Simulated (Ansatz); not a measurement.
C: equation of state with RPBE

C:

```
C
1.0
     2.52210    0.00000    0.00000
    -1.26105    2.18420    0.00000
     0.00000    0.00000    8.23710
C
8
Cartesian
  1.2611 0.7281 6.9501
  0.0000 1.4561 2.8315
  1.2611 0.7281 5.4056
  0.0000 1.4561 1.2870
  0.0000 0.0000 7.4649
  0.0000 0.0000 3.3463
  0.0000 0.0000 4.8908
  0.0000 0.0000 0.7722
```

This is a hexagonal form of diamond, not graphite.

* Program: Ansatz 0.2.0
* Task: equation of state
* Functional: RPBE
* Potentials or basis: Ansatz PAW
* Cutoff: 420 eV
* Density cutoff: 1680 eV
* k mesh: 12 × 12 × 4
* Occupations: fermi-dirac, width 0.05 eV
* Spin: no spin polarisation

```yaml
Equilibrium_volume: 5.78 Å³/atom
Bulk_modulus_at_fixed_shape_and_positions: 419 GPa
Pressure_derivative_of_the_bulk_modulus: 3.7
```

Energy against volume, from the lowest point:
```tsv
volume (Å³/atom)	energy (meV/atom)
5.332	52.23
5.445	28.34
5.559	12.09
5.672	2.85
5.785	0.00
5.899	2.95
6.012	11.18
```

All runs of the series together: 13 s on 2 threads of Arm Neoverse V1 (shared host).

Caveat: the potentials were made for another functional, which shifts forces and pressure; the cell was scaled at fixed shape and fractional positions, which overstates the stiffness of a crystal with free parameters, most of all of layers and chains.
